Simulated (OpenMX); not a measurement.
Runs of OpenMX 3.8.5 on Mo. The structure is cubic, space group Im-3m (No. 229). Conventional cell: a = 3.168 Å, b = 3.168 Å, c = 3.168 Å, α = 90.00°, β = 90.00°, γ = 90.00°. Mo (site symmetry m-3m) is surrounded by 8 Mo at 2.74 Å. 

```csv
task,level,potentials or basis,"grid points, held for all volumes",max SCF cycles,pressure (GPa),V0 of scaled cells (Å³/atom),B0 (GPa)
equation of state,LDA,"OpenMX 2013 LDA set, Mo7.0-s3p2d2, fixed grid of 27 × 27 × 27 points",27 × 27 × 27,-,-,15.34,302
band structure,LDA,"OpenMX 2013 LDA set, Mo7.0-s3p2d2, grid cutoff 400 Ry",-,100,-10.0,-,-
band structure,PBE,"OpenMX 2013 PBE set, Mo7.0-s3p2d1, grid cutoff 400 Ry",-,100,3.4,-,-
equation of state,PBE,"OpenMX 2013 PBE set, Mo7.0-s3p2d1, fixed grid of 27 × 27 × 27 points",27 × 27 × 27,-,-,(b),(a)
```

Alike in all rows: no spin polarisation; cell as given; k mesh 13 × 13 × 13; smearing fermi-dirac 0.05 eV.

Question: Estimate the missing entries.

Answer: (a) 269; (b) 16.09.

Caveats: the basis of atomic orbitals isn't converged, which shifts pressures, moduli and gaps; volumes in these bases differ from converged ones by about 1 %, for some elements by several (some runs).
